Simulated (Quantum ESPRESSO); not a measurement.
Crystal: BAs.

```
As B
1.0
     0.00000    2.38850    2.38850
     2.38850    0.00000    2.38850
     2.38850    2.38850    0.00000
As B
1 1
Direct
  0.75000 0.75000 0.75000
  0.00000 0.00000 0.00000
```

| Quantity | Value |
| --- | --- |
| Program | Quantum ESPRESSO 7.5 |
| Task | phonons |
| Functional | PBE |
| Potentials or basis | JTH 2.0 PBE |
| Cutoff | 707 eV |
| Density cutoff | 4245 eV |
| k mesh | 6 × 6 × 6, shifted |
| Occupations | fermi-dirac, width 0.05 eV |
| Spin | no spin polarisation |
| Mixing beta | 0.5 |
| Most SCF iterations | 120 |
| SCF threshold | 4e-10 Ry |

The first run showed a gap, so the response started from a second, tighter run with fixed occupations.

Q: How polar is the lattice: what are the Born charges, the two dielectric constants and the LO-TO splitting?

A: Born charges ±0.50 e; dielectric constants 9.77 (electrons alone) and 9.87 (static); transverse and longitudinal modes at 690 and 694 cm⁻¹.
